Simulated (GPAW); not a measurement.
CdSe (Cadmoselite):

```
Cd Se
1.0
     4.30000    0.00000    0.00000
    -2.15000    3.72391    0.00000
     0.00000    0.00000    7.02000
Cd Se
2 2
Cartesian
  2.1500 1.2413 3.5100
  0.0000 2.4826 0.0000
  2.1500 1.2413 6.2127
  0.0000 2.4826 2.7027
```

* Program: GPAW 26.7.0
* Task: relaxation of cell and atoms
* Functional: PBE
* Potentials or basis: GPAW PAW data sets (gpaw-data 1.2.1)
* Cutoff: 600 eV
* Basis: pw
* k mesh: 5 × 5 × 3
* Occupations: fermi-dirac, width 0.05 eV
* Spin: no spin polarisation

At the start: pressure 2.8 GPa; volume 28.10 Å³/atom.

Q: How do energy, volume and symmetry change on relaxing?

A: Over 29 steps the energy falls by 17.5 meV/atom and the volume is 29.65 Å³/atom (+5.5 %); space group P6_3mc (No. 186, to 0.05 Å).

The path:
```tsv
step	energy change (eV)	largest force (eV/Å)	pressure (GPa)	volume (Å³)
1	0.0000	0.2848	2.82	112.41
2	-0.0110	0.2547	2.59	112.83
3	-0.0290	0.1977	2.16	113.64
4	-0.0482	0.1204	1.59	114.78
5	-0.0623	0.0328	0.95	116.19
6	-0.0679	0.0506	0.29	117.80
7	-0.0657	0.1030	-0.31	119.42
8	-0.0659	0.1000	-0.30	119.41
9	-0.0662	0.0942	-0.30	119.38
10	-0.0667	0.0857	-0.29	119.34
11	-0.0673	0.0748	-0.27	119.29
12	-0.0679	0.0619	-0.25	119.23
13	-0.0685	0.0474	-0.23	119.16
14	-0.0690	0.0318	-0.20	119.07
15	-0.0694	0.0139	-0.16	118.97
16	-0.0697	0.0058	-0.11	118.84
17	-0.0697	0.0250	-0.05	118.67
18	-0.0697	0.0248	-0.05	118.67
19	-0.0697	0.0243	-0.05	118.67
20	-0.0697	0.0237	-0.05	118.67
21	-0.0697	0.0228	-0.04	118.67
22	-0.0697	0.0218	-0.04	118.66
23	-0.0697	0.0205	-0.04	118.66
24	-0.0697	0.0191	-0.04	118.65
25	-0.0698	0.0174	-0.04	118.64
26	-0.0698	0.0153	-0.03	118.63
27	-0.0698	0.0128	-0.03	118.62
28	-0.0698	0.0099	-0.02	118.61
29	-0.0698	0.0066	-0.02	118.59
```

Final structure:
```
Cd Se
1.0
     4.38366    0.00000    0.00000
    -2.19183    3.79636    0.00000
     0.00000    0.00000    7.12620
Cd Se
2 2
Direct
  0.66667 0.33333 0.50417
  0.33333 0.66667 0.00417
  0.66667 0.33333 0.88083
  0.33333 0.66667 0.38083
```

Caveat: later steps reuse the first step's grids.
